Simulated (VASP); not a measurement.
# TaC (Fm-3m) in VASP: further runs, part 2 of 2

VASP 6.6.1. Earlier steps stand in the parts before.

### 4 Relaxation of cell and atoms, PBEsol

INCAR

```
PREC = Accurate ; ENCUT = 580
EDIFF = 1E-7 ; ISMEAR = 0
SIGMA = 0.1 ; LREAL = F
LASPH = T ; NELM = 100
ALGO = Normal ; ISIF = 3
LWAVE = F ; LCHARG = F
GGA = PS ; IBRION = 2
NSW = 90 ; EDIFFG = -0.005
```

KPOINTS

```
regular mesh
0
Gamma
  16 16 16
```

POSCAR

```
TaC
1.0
    0.0000000000      2.2338976900      2.2338976900
    2.2338976900      0.0000000000      2.2338976900
    2.2338976900      2.2338976900      0.0000000000
Ta C
1 1
Direct
    0.0000000000      0.0000000000      0.0000000000
    0.5000000000      0.5000000000      0.5000000000
```

Potentials or basis: VASP PAW PBE potentials, release 64 (Ta, C).

Started as:

```console
cat potpaw_PBE.64/Ta/POTCAR potpaw_PBE.64/C/POTCAR > POTCAR
mpirun -np 1 vasp_std > vasp.out
```

OUTCAR:

```text
PREC = Accurate
   ENCUT = 580
   EDIFF = 1E-7
   ISMEAR = 0
   LREAL = F
   LASPH = T
   NELM = 100
   ISIF = 3
   GGA = PS
   IBRION = 2
   NSW = 90
   EDIFFG = -0.005

 ion  position               nearest neighbor table
   1  0.000  0.000  0.000-   2 2.23   2 2.23   2 2.23   2 2.23   2 2.23   2 2.23
   2  0.500  0.500  0.500-   1 2.23   1 2.23   1 2.23   1 2.23   1 2.23   1 2.23

  LATTYP: Found a face centered cubic cell.
 ALAT       =     4.4677953800

  Lattice vectors:

 A1 = (   0.0000000000,   2.2338976900,   2.2338976900)
 A2 = (   2.2338976900,   0.0000000000,   2.2338976900)
 A3 = (   2.2338976900,   2.2338976900,   0.0000000000)

Analysis of symmetry for initial positions (statically):
=====================================================================
 Subroutine PRICEL returns:
 Original cell was already a primitive cell.

 Routine SETGRP: Setting up the symmetry group for a
 face centered cubic supercell.

 Subroutine GETGRP returns: Found 48 space group operations
 (whereof 48 operations were pure point group operations)
 out of a pool of 48 trial point group operations.

The static configuration has the point symmetry O_h .

Analysis of symmetry for dynamics (positions and initial velocities):
=====================================================================
 Subroutine PRICEL returns:
 Original cell was already a primitive cell.

 Routine SETGRP: Setting up the symmetry group for a
 face centered cubic supercell.

 Subroutine GETGRP returns: Found 48 space group operations
 (whereof 48 operations were pure point group operations)
 out of a pool of 48 trial point group operations.

The dynamic configuration has the point symmetry O_h .

 Subroutine INISYM returns: Found 48 space group operations
 (whereof 48 operations are pure point group operations),
 and found     1 'primitive' translations

----------------------------------------------------------------------------------------

                                     Primitive cell

  volume of cell :      22.2956

  direct lattice vectors                    reciprocal lattice vectors
     0.000000000  2.233897690  2.233897690    -0.223824037  0.223824037  0.223824037
     2.233897690  0.000000000  2.233897690     0.223824037 -0.223824037  0.223824037
     2.233897690  2.233897690  0.000000000     0.223824037  0.223824037 -0.223824037

  length of vectors
     3.159208410  3.159208410  3.159208410     0.387674605  0.387674605  0.387674605

  position of ions in fractional coordinates (direct lattice)
     0.000000000  0.000000000  0.000000000
     0.500000000  0.500000000  0.500000000

  ion indices of the primitive-cell ions
   primitive index   ion index
                 1           1
                 2           2

----------------------------------------------------------------------------------------

 KPOINTS: regular mesh
[... 51 lines left out ...]
   number of dos      NEDOS =    301   number of ions     NIONS =      2
   total plane-waves  NPLWV =  21952
   dimension x,y,z NGX =    28 NGY =   28 NGZ =   28
   dimension x,y,z NGXF=    56 NGYF=   56 NGZF=   56
   ions per type =               1   1
   NGX,Y,Z   is equivalent  to a cutoff of  14.73, 14.73, 14.73 a.u.
   NGXF,Y,Z  is equivalent  to a cutoff of  29.47, 29.47, 29.47 a.u.
 SYSTEM =  unknown system
   PREC   = accura    normal or accurate (medium, high low for compatibility)
   ISTART =      0    job   : 0-new  1-cont  2-samecut
   ICHARG =      2    charge: 1-file 2-atom 10-const
   ISPIN  =      1    spin polarized calculation?
   LNONCOLLINEAR =      F non collinear calculations
   LSORBIT =      F    spin-orbit coupling
   LASPH  =      T    aspherical Exc in radial PAW
   ENCUT  =  580.0 eV  42.63 Ry    6.53 a.u.   6.20  6.20  6.20*2*pi/ulx,y,z
   NELM   =    100;   NELMIN=  2; NELMDL= -5     # of ELM steps
   EDIFF  = 0.1E-06   stopping-criterion for ELM
   LREAL  =      F    real-space projection
   EDIFFG = -.5E-02   stopping-criterion for IOM
   NSW    =     90    number of steps for IOM
   IBRION =      2    ionic relax: 0-MD 1-quasi-New 2-CG
   NFREE  =      1    steps in history (QN), initial steepest desc. (CG)
   ISIF   =      3    stress and relaxation
   ISYM   =      2    0-nonsym 1-usesym 2-fastsym
   POTIM  = 0.5000    time-step for ionic-motion
   TEBEG  =    0.0;   TEEND  =   0.0 temperature during run
   PSTRESS=    0.0 pullay stress
   NELECT =       9.0000    total number of electrons
   NUPDOWN=      -1.0000    fix difference up-down
   EMIN   =  10.00;   EMAX   =-10.00  energy-range for DOS
   EFERMI =   0.00;   METHOD = LEGACY
   ISMEAR =     0;   SIGMA  =   0.10  broadening in eV -4-tet -1-fermi 0-gaus
   EFERMI_NEDOS =   21; number of points for ismear=-14 and -15
   IALGO  =     38    algorithm
   IMIX   =      4    mixing-type and parameters
     AMIX     =   0.40;   BMIX     =  1.00
     AMIX_MAG =   1.60;   BMIX_MAG =  1.00
  volume/ion in A,a.u.               =      11.15        75.23
  Fermi-wavevector in a.u.,A,eV,Ry     =   1.209899  2.286377 19.916959  1.463855
  Thomas-Fermi vector in A             =   2.345462
   LORBIT       =      0    0 simple, 1 ext, 2 COOP (PROOUT), +10 PAW based schemes
   GGA     = PS    functional components
   LHFCALC =     F    Hartree Fock is set to
   AEXX    =    0.0000 exact exchange contribution
   IVDW    =     0    specifies the selected vdW correction
   LEPSILON=     F    determine dielectric tensor
   LRPA    =     F    only Hartree local field effects (RPA)
 conjugate gradient relaxation of ions
 non-spin polarized calculation
 Gauss-broadening in eV      SIGMA  =   0.10
  energy-cutoff  :      580.00
  volume of cell :       22.30
 maximum number of plane-waves:       725
 NGX is ok and might be reduce to    28
   NGX = 13   NGY = 13   NGZ = 13

--------------------------------------- Ionic step        1  -------------------------------------------

 number of electron       9.0000000 magnetization

 Free energy of the ion-electron system (eV)
  ---------------------------------------------------
  ext. energy  EPLUGINS =         0.00000000
  ---------------------------------------------------
  free energy    TOTEN  =       -23.58377137 eV

  energy without entropy =      -23.58210164  energy(sigma->0) =      -23.58293650

------------------------ aborting loop because EDIFF is reached ----------------------------------------

  FORCE on cell =-STRESS in cart. coord.  units (eV):
  Direction    XX          YY          ZZ          XY          YZ          ZX
  --------------------------------------------------------------------------------------
  -------------------------------------------------------------------------------------
  Total       -0.8375719     -0.8375719     -0.8375719      0.0000000      0.0000000      0.0000000
  in kB      -60.1884090    -60.1884090    -60.1884090      0.0000000      0.0000000      0.0000000
  external PRESSURE =     -60.1884090 kB  Pullay stress =       0.0000000 kB
[... 95 lines left out ...]
--------------------------------------- Ionic step        4  -------------------------------------------

 number of electron       9.0000000 magnetization

 Free energy of the ion-electron system (eV)
  ---------------------------------------------------
  ext. energy  EPLUGINS =         0.00000000
  ---------------------------------------------------
  free energy    TOTEN  =       -23.59114181 eV

  energy without entropy =      -23.58950997  energy(sigma->0) =      -23.59032589

 E-fermi :   8.5428     XC(G=0): -13.1842

 val. band max:        8.5166589626   @ k =   0.4375   0.1875   0.0625
 cond. band min:       8.5653604273   @ k =   0.1250   0.0625   0.0000
 fundamental gap:      0.0487014647
 Fermi energy:         8.5428097172

 k-point     1 :       0.0000    0.0000    0.0000
  band No.  band energies     occupation
      1      -6.2658      2.00000
      2       7.1966      2.00000
      3       7.1966      2.00000
      4       7.1966      2.00000
      5       8.1358      2.00000
      6       8.1358      2.00000
      7       8.1358      2.00000
      8       9.2181      0.00000
[... 243 lines left out ...]
 k-point    24 :      -0.0625    0.0625    0.0000
  band No.  band energies     occupation
      1      -5.9847      2.00000
      2       6.1089      2.00000
      3       6.2797      2.00000
      4       6.4405      2.00000
      5       7.3674      2.00000
      6       8.2986      1.99945
      7       8.9206      0.00000
      8      10.2218      0.00000

 [... further k-points ...]

------------------------ aborting loop because EDIFF is reached ----------------------------------------

  FORCE on cell =-STRESS in cart. coord.  units (eV):
  Direction    XX          YY          ZZ          XY          YZ          ZX
  --------------------------------------------------------------------------------------
  -------------------------------------------------------------------------------------
  Total        0.0018103      0.0018103      0.0018103     -0.0000000     -0.0000000      0.0000000
  in kB        0.1323853      0.1323853      0.1323853     -0.0000000     -0.0000000      0.0000000
  external PRESSURE =       0.1323853 kB  Pullay stress =       0.0000000 kB
[... 17 lines left out ...]
  FREE ENERGIE OF THE ION-ELECTRON SYSTEM (eV)
  ---------------------------------------------------
  free  energy   TOTEN  =       -23.5911418128 eV

  energy  without entropy=      -23.5895099692  energy(sigma->0) =      -23.59032589

 reached required accuracy - stopping structural energy minimisation
```

CONTCAR:

```text
TaC
   1.00000000000000
     0.0000000000000000    2.2209259346266257    2.2209259346266257
     2.2209259346266257   -0.0000000000000000    2.2209259346266257
     2.2209259346266257    2.2209259346266257    0.0000000000000000
  Ta              C
     1     1
Direct
     0.0000000000000000    1.0000000000000000    1.0000000000000000
     0.5000000000000000    0.5000000000000000    0.5000000000000000

  0.00000000E+00  0.00000000E+00  0.00000000E+00
  0.00000000E+00  0.00000000E+00  0.00000000E+00
```

Wall time 54 s (1 thread of AMD EPYC 9R14 (Zen 4), shared host); peak memory 0.17 GiB.

Results:

- Free energy: -23.5911 eV
- Relaxed volume: 10.95 Å³/atom
- Relaxed cell: a = 3.141 Å, b = 3.141 Å, c = 3.141 Å, α = 60.00°, β = 60.00°, γ = 60.00°
- Space group after relaxing (to 0.05 Å): Fm-3m (No. 225)
- Energy gained by relaxing: 3.7 meV/atom
- Ionic steps: 4
- Pressure after relaxing: 0.0 GPa
- Band gap on the k mesh: none (metal or under the smearing width)

Step by step:
```csv
step,energy change (eV),largest force (eV/Å),pressure (GPa),volume (Å³)
1,0.0000,0.0000,-6.02,22.30
2,0.0413,0.0000,17.27,20.97
3,-0.0074,0.0000,-0.10,21.92
4,-0.0074,0.0000,0.01,21.91
```

Final structure:
```
Ta C
1.0
     0.00000    2.22093    2.22093
     2.22093    0.00000    2.22093
     2.22093    2.22093    0.00000
Ta C
1 1
Direct
  0.00000 0.00000 0.00000
  0.50000 0.50000 0.50000
```

Levels at points of the mesh, in eV from the Fermi level:
| k point | band 1 | band 2 | band 3 | band 4 | band 5 | band 6 | band 7 | band 8 |
| --- | --- | --- | --- | --- | --- | --- | --- | --- |
| (0.00, 0.00, 0.00) | -14.81 | -1.35 | -1.35 | -1.35 | -0.41 | -0.41 | -0.41 | 0.68 |
| (0.50, 0.00, 0.00) | -10.37 | -8.78 | -5.49 | -5.49 | 2.78 | 2.78 | 3.78 | 5.45 |
| (0.50, 0.50, 0.00) | -12.67 | -4.62 | -4.60 | -1.71 | -1.71 | 2.67 | 4.17 | 4.17 |

Caveat: the PAW data sets were made with another functional, which shifts forces and pressure a little. Spin-orbit coupling is left out, which matters for the levels of Ta.

### 5 Relaxation of cell and atoms, PBEsol

Edit INCAR of step 4 so:

```diff
@@ -1,2 +1,2 @@
-PREC = Accurate ; ENCUT = 580
+PREC = Accurate ; ENCUT = 480
 EDIFF = 1E-7 ; ISMEAR = 0
```

KPOINTS is that of step 4.

POSCAR is that of step 4.

Potentials or basis: VASP PAW PBE potentials, release 64 (Ta_pv, C_s).

Started as:

```console
cat potpaw_PBE.64/Ta_pv/POTCAR potpaw_PBE.64/C_s/POTCAR > POTCAR
mpirun -np 1 vasp_std > vasp.out
```

It took 59 s on 1 thread of AMD EPYC 9R14 (Zen 4), shared host; peak memory 0.14 GiB.

Results (log left out):

```
Free energy                            : -23.5277 eV
Relaxed volume                         : 10.96 Å³/atom
Relaxed cell                           : a = 3.142 Å, b = 3.142 Å, c = 3.142 Å, α = 60.00°, β = 60.00°, γ = 60.00°
Space group after relaxing (to 0.05 Å) : Fm-3m (No. 225)
Energy gained by relaxing              : 3.3 meV/atom
Ionic steps                            : 4
Pressure after relaxing                : 0.0 GPa
Band gap on the k mesh                 : none (metal or under the smearing width)
```

The path:
```
step  energy change (eV)  largest force (eV/Å)  pressure (GPa)  volume (Å³)
   1              0.0000                0.0000           -5.57        22.30
   2              0.0324                0.0000           15.05        21.07
   3             -0.0065                0.0000           -0.08        21.93
   4             -0.0065                0.0000            0.03        21.92
```

Final structure:
```
Ta C
1.0
     0.00000    2.22143    2.22143
     2.22143    0.00000    2.22143
     2.22143    2.22143    0.00000
Ta C
1 1
Direct
  0.00000 0.00000 0.00000
  0.50000 0.50000 0.50000
```

Levels at points of the mesh, in eV from the Fermi level:
```csv
k point,band 5,band 6,band 7,band 8,band 9,band 10,band 11
"(0.00, 0.00, 0.00)",-1.34,-1.34,-1.34,-0.41,-0.41,-0.41,0.68
"(0.50, 0.00, 0.00)",-8.79,-5.50,-5.50,2.78,2.78,3.78,5.45
"(0.50, 0.50, 0.00)",-4.60,-4.58,-1.71,-1.71,2.67,4.18,4.18
```

Caveat: the PAW data sets were made with another functional, which shifts forces and pressure a little. Spin-orbit coupling is left out, which matters for the levels of Ta.

### 6 Relaxation of cell and atoms, RPBE

INCAR

```
PREC = Accurate ; ENCUT = 600
EDIFF = 1E-7 ; ISMEAR = 0
SIGMA = 0.1 ; LREAL = F
LASPH = T ; NELM = 100
ALGO = Normal ; ISIF = 3
LWAVE = F ; LCHARG = F
GGA = RP ; IBRION = 2
NSW = 90 ; EDIFFG = -0.005
```

KPOINTS is that of step 5.

POSCAR is that of step 5.

Potentials or basis: VASP PAW PBE potentials, release 64 (Ta_pv, C).

Started as:

```console
cat potpaw_PBE.64/Ta_pv/POTCAR potpaw_PBE.64/C/POTCAR > POTCAR
mpirun -np 1 vasp_std > vasp.out
```

Run time: 82 s. Hardware: 1 thread of AMD EPYC 9R14 (Zen 4), shared host; peak memory 0.17 GiB.

Results (log left out):

```
Free energy                            : -21.2244 eV
Relaxed volume                         : 11.37 Å³/atom
Relaxed cell                           : a = 3.180 Å, b = 3.180 Å, c = 3.180 Å, α = 60.00°, β = 60.00°, γ = 60.00°
Space group after relaxing (to 0.05 Å) : Fm-3m (No. 225)
Energy gained by relaxing              : 4.3 meV/atom
Ionic steps                            : 4
Pressure after relaxing                : 0.0 GPa
Band gap on the k mesh                 : none (metal or under the smearing width)
```

The path:
| step | energy change (eV) | largest force (eV/Å) | pressure (GPa) | volume (Å³) |
| --- | --- | --- | --- | --- |
| 1 | 0.0000 | 0.0000 | 6.42 | 22.30 |
| 2 | 0.0335 | 0.0000 | -12.60 | 23.77 |
| 3 | -0.0087 | 0.0000 | -0.08 | 22.74 |
| 4 | -0.0087 | 0.0000 | 0.04 | 22.74 |

Final structure:
```xyz
2
Lattice="0.0000 2.2485 2.2485 2.2485 0.0000 2.2485 2.2485 2.2485 0.0000" Properties=species:S:1:pos:R:3 pbc="T T T"
Ta    0.0000    0.0000    0.0000
C     2.2485    2.2485    2.2485
```

Levels at points of the mesh, in eV from the Fermi level:
| k point | band 4 | band 5 | band 6 | band 7 | band 8 | band 9 | band 10 | band 11 |
| --- | --- | --- | --- | --- | --- | --- | --- | --- |
| (0.00, 0.00, 0.00) | -14.66 | -1.26 | -1.26 | -1.26 | -0.45 | -0.45 | -0.45 | 0.64 |
| (0.50, 0.00, 0.00) | -10.43 | -8.54 | -5.32 | -5.32 | 2.64 | 2.64 | 3.58 | 5.28 |
| (0.50, 0.50, 0.00) | -12.58 | -4.62 | -4.37 | -1.76 | -1.76 | 2.51 | 3.95 | 3.95 |

Caveat: the PAW data sets were made with another functional, which shifts forces and pressure a little. Spin-orbit coupling is left out, which matters for the levels of Ta.

### 7 Overview

| task | level | potentials or basis | cell | k mesh | cutoff (eV) | mesh quality | gap on the mesh (eV) | pressure (GPa) | relaxed volume (Å³/atom) |
| --- | --- | --- | --- | --- | --- | --- | --- | --- | --- |
| relaxation of cell and atoms | PBEsol | VASP PAW PBE potentials, release 64 (Ta_pv, C) | relaxed | 6 × 6 × 6 | 600 | coarse | none | 0.0 | 10.95 |
| single point | PBEsol | VASP PAW PBE potentials, release 64 (Ta_pv, C) | as given | 16 × 16 × 16 | 520 | not flagged | none | -5.5 | - |
| relaxation of cell and atoms | PBEsol | VASP PAW PBE potentials, release 64 (Ta, C) | relaxed | 16 × 16 × 16 | 580 | not flagged | none | 0.0 | 10.95 |
| relaxation of cell and atoms | PBEsol | VASP PAW PBE potentials, release 64 (Ta_pv, C_s) | relaxed | 16 × 16 × 16 | 480 | not flagged | none | 0.0 | 10.96 |
| relaxation of cell and atoms | RPBE | VASP PAW PBE potentials, release 64 (Ta_pv, C) | relaxed | 16 × 16 × 16 | 600 | not flagged | none | 0.0 | 11.37 |

Alike in all rows: no spin polarisation; smearing gaussian 0.1 eV.

Caveats: some runs use coarse meshes; the PAW data sets were made with another functional, which shifts forces and pressure a little.

Total energies depend on the potentials used, so only differences within one code and one set of settings carry meaning.
